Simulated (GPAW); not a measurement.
# PbSe (Clausthalite) (Fm-3m) in GPAW: notebook, part 2 of 2

GPAW 26.7.0.

## Step 4: Band structure, optB88-vdW, spin-orbit coupling, no magnetisation

File run.py:

```python
import numpy as np
import spglib
from ase import Atoms
from ase.dft.bandgap import bandgap
from ase.io import read, write
from gpaw import GPAW, PW
from gpaw.spinorbit import soc_eigenstates

atoms = read('PbSe.cif')
cell, positions, numbers = spglib.find_primitive(
    (atoms.cell[:], atoms.get_scaled_positions(), atoms.numbers), symprec=1e-4)
atoms = Atoms(numbers, cell=cell, scaled_positions=positions, pbc=True)

calc = GPAW(mode=PW(600),
            xc={'name': 'optB88-vdW', 'backend': 'libvdwxc'},
            kpts={'size': (6, 6, 6), 'gamma': True},
            occupations={'name': 'fermi-dirac', 'width': 0.05},
            nbands=19,
            convergence={'density': 1e-05, 'energy': 1e-05},
            maxiter=150,
            legacy_gpaw=True,
            txt='gpaw.txt')
atoms.calc = calc
energy = atoms.get_potential_energy()
forces = atoms.get_forces()
calc.write('gs.gpw')
write('result.traj', atoms)
print(f'Energy: {energy:.6f} eV')
print('Forces (eV/A):')
print(forces.round(4))
print('Fermi level:', round(calc.get_fermi_level(), 4), 'eV')
print(f'Gap: {bandgap(calc)[0]:.4f} eV, direct: {bandgap(calc, direct=True)[0]:.4f} eV')

path = atoms.cell.bandpath('GXWKGLUWLK,UX', npoints=100, eps=1e-4)
bs_calc = calc.fixed_density(kpts=path, symmetry='off', nbands=31,
                             convergence={'bands': 'CBM+6.0', 'eigenstates': 1e-6}, txt='bands.txt')
bs = bs_calc.band_structure()
bs.write('bs.json')
print(f'Gap on the path: {bandgap(bs_calc)[0]:.4f} eV')

soc = soc_eigenstates(bs_calc, theta=90, phi=0)
np.savetxt('soc_bands.dat', soc.eigenvalues(), fmt='%.4f')
mesh = soc_eigenstates('gs.gpw', theta=90, phi=0)
np.savetxt('soc_mesh.dat', mesh.eigenvalues(), fmt='%.4f')
print('Fermi level with spin-orbit coupling:', round(mesh.fermi_level, 4), 'eV')
```

File PbSe.cif:

```cif
data_PbSe
_cell_length_a 6.12130000
_cell_length_b 6.12130000
_cell_length_c 6.12130000
_cell_angle_alpha 90.00000000
_cell_angle_beta 90.00000000
_cell_angle_gamma 90.00000000
_space_group_name_H-M_alt 'Fm-3m'
_space_group_name_Hall '-F 4 2 3'
_space_group_IT_number 225
loop_
_space_group_symop_operation_xyz
'x,y,z'
'-x,-y,-z'
'-y,x,z'
'y,-x,-z'
'-x,-y,z'
'x,y,-z'
'y,-x,z'
'-y,x,-z'
'x,-y,-z'
'-x,y,z'
'-y,-x,-z'
'y,x,z'
'-x,y,-z'
'x,-y,z'
'y,x,-z'
'-y,-x,z'
'z,x,y'
'-z,-x,-y'
'z,-y,x'
'-z,y,-x'
'z,-x,-y'
'-z,x,y'
'z,y,-x'
'-z,-y,x'
'-z,x,-y'
'z,-x,y'
'-z,-y,-x'
'z,y,x'
'-z,-x,y'
'z,x,-y'
'-z,y,x'
'z,-y,-x'
'y,z,x'
'-y,-z,-x'
'x,z,-y'
'-x,-z,y'
'-y,z,-x'
'y,-z,x'
'-x,z,y'
'x,-z,-y'
'-y,-z,x'
'y,z,-x'
'-x,-z,-y'
'x,z,y'
'y,-z,-x'
'-y,z,x'
'x,-z,y'
'-x,z,-y'
'x,y+1/2,z+1/2'
'-x,-y+1/2,-z+1/2'
'-y,x+1/2,z+1/2'
[... 62 lines left out ...]
'-z+1/2,-x,-y+1/2'
'z+1/2,-y,x+1/2'
'-z+1/2,y,-x+1/2'
'z+1/2,-x,-y+1/2'
'-z+1/2,x,y+1/2'
'z+1/2,y,-x+1/2'
'-z+1/2,-y,x+1/2'
'-z+1/2,x,-y+1/2'
'z+1/2,-x,y+1/2'
'-z+1/2,-y,-x+1/2'
'z+1/2,y,x+1/2'
'-z+1/2,-x,y+1/2'
'z+1/2,x,-y+1/2'
'-z+1/2,y,x+1/2'
'z+1/2,-y,-x+1/2'
'y+1/2,z,x+1/2'
'-y+1/2,-z,-x+1/2'
'x+1/2,z,-y+1/2'
'-x+1/2,-z,y+1/2'
'-y+1/2,z,-x+1/2'
'y+1/2,-z,x+1/2'
'-x+1/2,z,y+1/2'
'x+1/2,-z,-y+1/2'
'-y+1/2,-z,x+1/2'
'y+1/2,z,-x+1/2'
'-x+1/2,-z,-y+1/2'
'x+1/2,z,y+1/2'
'y+1/2,-z,-x+1/2'
'-y+1/2,z,x+1/2'
'x+1/2,-z,y+1/2'
'-x+1/2,z,-y+1/2'
'x+1/2,y+1/2,z'
'-x+1/2,-y+1/2,-z'
'-y+1/2,x+1/2,z'
'y+1/2,-x+1/2,-z'
'-x+1/2,-y+1/2,z'
'x+1/2,y+1/2,-z'
'y+1/2,-x+1/2,z'
'-y+1/2,x+1/2,-z'
'x+1/2,-y+1/2,-z'
'-x+1/2,y+1/2,z'
'-y+1/2,-x+1/2,-z'
'y+1/2,x+1/2,z'
'-x+1/2,y+1/2,-z'
'x+1/2,-y+1/2,z'
'y+1/2,x+1/2,-z'
'-y+1/2,-x+1/2,z'
'z+1/2,x+1/2,y'
'-z+1/2,-x+1/2,-y'
'z+1/2,-y+1/2,x'
'-z+1/2,y+1/2,-x'
'z+1/2,-x+1/2,-y'
'-z+1/2,x+1/2,y'
'z+1/2,y+1/2,-x'
'-z+1/2,-y+1/2,x'
'-z+1/2,x+1/2,-y'
'z+1/2,-x+1/2,y'
'-z+1/2,-y+1/2,-x'
'z+1/2,y+1/2,x'
'-z+1/2,-x+1/2,y'
'z+1/2,x+1/2,-y'
'-z+1/2,y+1/2,x'
'z+1/2,-y+1/2,-x'
'y+1/2,z+1/2,x'
'-y+1/2,-z+1/2,-x'
'x+1/2,z+1/2,-y'
'-x+1/2,-z+1/2,y'
'-y+1/2,z+1/2,-x'
'y+1/2,-z+1/2,x'
'-x+1/2,z+1/2,y'
'x+1/2,-z+1/2,-y'
'-y+1/2,-z+1/2,x'
'y+1/2,z+1/2,-x'
'-x+1/2,-z+1/2,-y'
'x+1/2,z+1/2,y'
'y+1/2,-z+1/2,-x'
'-y+1/2,z+1/2,x'
'x+1/2,-z+1/2,y'
'-x+1/2,z+1/2,-y'
loop_
_atom_site_label
_atom_site_type_symbol
_atom_site_symmetry_multiplicity
_atom_site_Wyckoff_symbol
_atom_site_fract_x
_atom_site_fract_y
_atom_site_fract_z
_atom_site_occupancy
Pb1 Pb 4 a 0.0000000000 0.0000000000 0.0000000000 1
Se1 Se 4 b 0.5000000000 0.0000000000 0.0000000000 1
```

Potentials or basis: GPAW PAW data sets (gpaw-data 1.2.1), pw.

On the command line:

```console
$ OMP_NUM_THREADS=1 python run.py
```

gpaw.txt:

```text
___ ___ ___ _ _ _
 |   |   |_  | | | |
 | | | | | . | | | |
 |__ |  _|___|_____|  26.7.0
 |___|_|

Input parameters:
  convergence: {density: 1e-05,
                energy: 1e-05}
  kpts: {gamma: True,
         size: (6, 6, 6)}
  maxiter: 150
  mode: {ecut: 600.0,
         name: pw}
  nbands: 19
  occupations: {name: fermi-dirac,
                width: 0.05}
  xc: {backend: libvdwxc,
       name: optB88-vdW}

System changes: positions, numbers, cell, pbc, initial_charges, initial_magmoms

Initialize ...

species:
  Pb:
    name:    Lead
    Z:       82.0
    valence: 14
    core:    68
    charge:  0.0  # [|e|]
    compensation charges:
      type: gauss
      rc: 0.38  # [Å]
      lmax: 2
    cutoffs:
      filter: 2.36  # [Å]
      core: 2.43  # [Å]
    projectors
    | kind |    occ | energy [eV] | rcut [Å] |
    |------|--------|-------------|----------|
    |   6s |  2.000 |     -11.969 |    1.259 |
    |   6p |  2.000 |      -3.506 |    1.275 |
    |   5d | 10.000 |     -21.211 |    1.217 |
    |    s |        |      15.243 |    1.259 |
    |    p |        |      23.705 |    1.275 |
    |    d |        |       6.001 |    1.217 |

    Using partial waves for Pb as LCAO basis

  Se:
    name:    Selenium
    Z:       34.0
    valence: 6
    core:    28
    charge:  0.0  # [|e|]
    compensation charges:
      type: gauss
      rc: 0.27  # [Å]
      lmax: 2
    cutoffs:
      filter: 1.77  # [Å]
      core: 2.67  # [Å]
    projectors
    | kind |    occ | energy [eV] | rcut [Å] |
    |------|--------|-------------|----------|
    |   4s |  2.000 |     -17.277 |    0.847 |
    |   4p |  4.000 |      -6.512 |    1.005 |
    |    s |        |       9.935 |    0.847 |
    |    p |        |      20.699 |    1.005 |
    |    d |        |       0.000 |    0.847 |

    Using partial waves for Se as LCAO basis

Reference energy: -633377.995495  # eV

Spin-paired calculation

Convergence criteria:
 Maximum [total energy] change in last 3 cyles: 1e-05 eV / valence electron
 Maximum integral of absolute [dens]ity change: 1e-05 electrons / valence electron
 Maximum integral of absolute [eigenst]ate change: 4e-08 eV^2 / valence electron
 Maximum number of scf [iter]ations: 150
 (Square brackets indicate name in SCF output, whereas a 'c' in
 the SCF output indicates the quantity has converged.)

Symmetries present (total): 48

  ( 1  0  0)  ( 1  0  0)  ( 1  0  0)  ( 1  0  0)  ( 1  0 -1)  ( 1  0 -1)
  ( 1  0 -1)  ( 1 -1  0)  ( 0  1  0)  ( 0  0  1)  ( 1  0  0)  ( 1 -1  0)
  ( 1 -1  0)  ( 1  0 -1)  ( 0  0  1)  ( 0  1  0)  ( 1 -1  0)  ( 1  0  0)

  ( 1  0 -1)  ( 1  0 -1)  ( 1 -1  0)  ( 1 -1  0)  ( 1 -1  0)  ( 1 -1  0)
  ( 0  1 -1)  ( 0  0 -1)  ( 1  0  0)  ( 1  0 -1)  ( 0 -1  1)  ( 0 -1  0)
  ( 0  0 -1)  ( 0  1 -1)  ( 1  0 -1)  ( 1  0  0)  ( 0 -1  0)  ( 0 -1  1)
[... 36 lines left out ...]
   8:     0.50000000    0.33333333   -0.33333333         24/216
   9:     0.50000000    0.33333333   -0.16666667         12/216
          ...
  15:     0.50000000    0.50000000    0.50000000          4/216

Wave functions: Plane wave expansion
  Cutoff energy: 600.000 eV
  Number of coefficients (min, max): 1896, 1936
  Pulay-stress correction: 0.000000 eV/Ang^3 (de/decut=0.000000)
  Using FFTW library
  ScaLapack parameters: grid=1x1, blocksize=None
  Wavefunction extrapolation:
    Improved wavefunction reuse through dual PAW basis

Occupation numbers: Fermi-Dirac:
  width: 0.0500  # eV

Eigensolver
   Davidson(niter=2)

Densities:
  Coarse grid: 25*25*25 grid
  Fine grid: 50*50*50 grid
  Total Charge: 0.000000

Density mixing:
  Method: separate
  Backend: msr1
  Linear mixing parameter: 0.05
  old densities: 10
  Width of damping distribution: 1.1
  Damping of long wavelength oscillations: 20

Hamiltonian:
  XC and Coulomb potentials evaluated on a 50*50*50 grid
  Using the optB88 Exchange-Correlation functional
  External potential:
    NoExternalPotential

XC parameters: optB88 with libvdwxc
  Mode: serial
  Semilocal: GGA_X_OPTB88_VDW+LDA_C_PW with 2 nearest neighbor stencil
  Corresponding non-local functional: vdW-DF
  Local blocksize: 50 x 50 x 50
  PAW datasets: PBE

Number of atoms: 2
Number of atomic orbitals: 13
Number of bands in calculation: 19
Number of valence electrons: 20
Bands to converge: occupied

... initialized

Initializing position-dependent things.

Density initialized from atomic densities
Creating initial wave functions:
  13 bands from LCAO basis set
  6 bands from random numbers

                Se

       Pb

Atomic positions and initial magnetic moments

Positions:
   0 Pb     0.000000    0.000000    0.000000    ( 0.0000,  0.0000,  0.0000)
   1 Se     3.060650    3.060650    3.060650    ( 0.0000,  0.0000,  0.0000)

Unit cell:
           periodic     x           y           z      points  spacing
  1. axis:    yes    0.000000    3.060650    3.060650    25     0.1414
  2. axis:    yes    3.060650    0.000000    3.060650    25     0.1414
  3. axis:    yes    3.060650    3.060650    0.000000    25     0.1414

  Lengths:   4.328413   4.328413   4.328413
  Angles:   60.000000  60.000000  60.000000

Effective grid spacing dv^(1/3) = 0.1542

iter:   1   -88.159014
iter:   2   -88.091787   -1.57  -1.20
iter:   3   -87.870215   -1.79  -1.25
iter:   4   -87.872614   -3.17  -1.82
iter:   5   -87.874600   -3.35  -2.05
iter:   6   -87.874500   -4.58  -3.09
iter:   7   -87.874569c  -4.88  -3.17
iter:   8   -87.874559c  -5.46  -3.74
iter:   9   -87.874563c  -5.93  -3.84
iter:  10   -87.874563c  -7.53c -4.23
iter:  11   -87.874563c  -6.90  -4.47
iter:  12   -87.874563c  -8.34c -4.82
iter:  13   -87.874563c  -9.26c -5.27c

Converged after 13 iterations.

Dipole moment: (-0.000000, -0.000000, -0.000000) |e|*Ang

Energy contributions relative to reference atoms: (reference = -633377.995495)

Kinetic:        +23.049725
Potential:      -22.210040
External:        +0.000000
XC:             -88.125177
Entropy (-ST):   -0.000887
Local:           -0.588628
SIC:             +0.000000
--------------------------
Free energy:    -87.875006
Extrapolated:   -87.874563

Non-local optB88 correlation energy: 1.935700
Semilocal GGA_X_OPTB88_VDW+LDA_C_PW energy: -164.410674
(Not including atomic contributions)
Showing only first 2 kpts
 Kpt  Band  Eigenvalues  Occupancy
  0     8      4.12004    2.00000
  0     9      4.12004    2.00000
  0    10     10.63008    0.00000
  0    11     10.63008    0.00000

  1     8      3.74737    2.00000
  1     9      5.16334    2.00000
  1    10      7.99339    0.00000
  1    11     10.50696    0.00000

Fermi level: 6.15908

Gap: 0.267 eV
Transition (v -> c):
  (s=0, k=15, n=9, [0.50, 0.50, 0.50]) -> (s=0, k=15, n=10, [0.50, 0.50, 0.50])
No difference between direct/indirect transitions

Forces in eV/Ang:
  0 Pb    0.00000   -0.00000    0.00000
  1 Se    0.00000   -0.00000   -0.00000

Writing to gs.gpw (mode='')
```

Wall time 54 s (1 thread of Arm Neoverse V2, shared host); peak memory 0.38 GiB.

What came out:

```yaml
Free_energy: -87.8750 eV
Band_gap_on_the_k_mesh: 0.40 eV, direct
Band_gap_along_the_path: 0.44 eV, indirect (least direct gap 0.46 eV)
```

Levels at the corners of the path, in eV from the valence-band top:
| point | band 18 | band 19 | band 20 | band 21 | band 22 | band 23 |
| --- | --- | --- | --- | --- | --- | --- |
| Γ | -1.25 | -1.25 | -1.25 | 3.09 | 3.09 | 6.02 |
| X | -3.15 | -2.56 | -2.56 | 4.19 | 4.19 | 4.67 |
| W | -3.70 | -0.39 | -0.39 | 1.99 | 1.99 | 5.26 |
| K | -2.49 | -1.87 | -1.87 | 3.24 | 3.24 | 4.58 |
| Γ | -1.25 | -1.25 | -1.25 | 3.09 | 3.09 | 6.02 |
| L | -0.96 | -0.02 | -0.02 | 0.44 | 0.44 | 1.81 |
| U | -2.49 | -1.87 | -1.87 | 3.24 | 3.24 | 4.58 |
| W | -3.70 | -0.39 | -0.39 | 1.99 | 1.99 | 5.26 |
| L | -0.96 | -0.03 | -0.02 | 0.44 | 0.44 | 1.81 |
| K | -2.49 | -1.87 | -1.87 | 3.24 | 3.24 | 4.58 |
| U | -2.49 | -1.87 | -1.87 | 3.24 | 3.24 | 4.58 |
| X | -3.15 | -2.56 | -2.56 | 4.19 | 4.19 | 4.67 |

Caveat: spin-orbit coupling was added after a scalar SCF, so levels and gaps hold it while energy, forces, pressure and moments don't; this program's spin-orbit splittings come out too wide for heavy elements; the PAW data sets were made with another functional, which shifts forces and pressure a little.

## Step 5: Comparison with measurements

Step 2. The cell as given is a measured one (28.67 Å³/atom); PBE+D3(BJ) puts the equilibrium volume +0.1 % from it, thermal expansion not counted.

Step 4. Against the measured gap of PbSe, 0.15 eV (direct; 4.2 K; a printed reference work, monograph), the calculated 0.40 eV is off by +0.25 eV. 2 values of this kind are on record (0.15 to 0.28 eV); this one was drawn at random. The value is that of optB88-vdW on a finite k mesh, which can miss the band edges, without temperature or zero-point motion.
